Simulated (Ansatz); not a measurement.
BaTiO3:

```
Ba Ti O
1.0
     2.82767    1.63255    2.31773
    -2.82767    1.63255    2.31773
     0.00000   -3.26511    2.31773
Ba Ti O
1 1 3
Direct
  0.03347 0.98847 0.00184
  0.50610 0.52748 0.53723
  0.48625 0.49715 0.97115
  0.47409 0.98642 0.47201
  0.97879 0.47918 0.49647
```

Base run:

```yaml
Program: Ansatz 0.2.0
Functional: PBE
Potentials_or_basis: Ansatz PAW
Cutoff: 350 eV
Density_cutoff: 1400 eV
k_mesh: 7 × 7 × 7
Occupations: fermi-dirac, width 0.05 eV
Spin: no spin polarisation
```

Its results: band gap on the k mesh 2.78 eV, indirect (least direct gap 3.32 eV); pressure 9.5 GPa; largest force 2.174 eV/Å.

Q: The run is repeated on the same cell with these changes: functional from PBE to PBEsol; cutoff from 350 eV to 420 eV (not typed: the program's choice for these potentials); hubbard terms from none to Ti d U = 1 eV; hubbard projectors from none to ortho-atomic (the default). What comes out?

A: Band gap on the k mesh 2.82 eV, indirect (least direct gap 3.37 eV); pressure 3.5 GPa; largest force 2.204 eV/Å.

Several settings changed at once, so the effect can't be laid on one alone.

Caveats: spin-orbit coupling is left out, which moves the levels of the heavy elements; forces of over 1 eV/Å show positions far from the minimum, so gaps and moduli don't describe the material at rest; odd divisions of the mesh miss points on the zone boundary, where band edges often lie, so the gap on the mesh can be too wide (some runs); the pressure holds a Pulay correction of +6.0 GPa for the finite cutoff (some runs); the cutoff lies under the one recommended for these potentials (some runs); the k mesh misses the band edges, so the gap on the mesh is wider than the one along the path (some runs); the PAW data sets come from PBE, with cores solved anew for the run's functional, which leaves a small shift of forces and pressure (some runs).
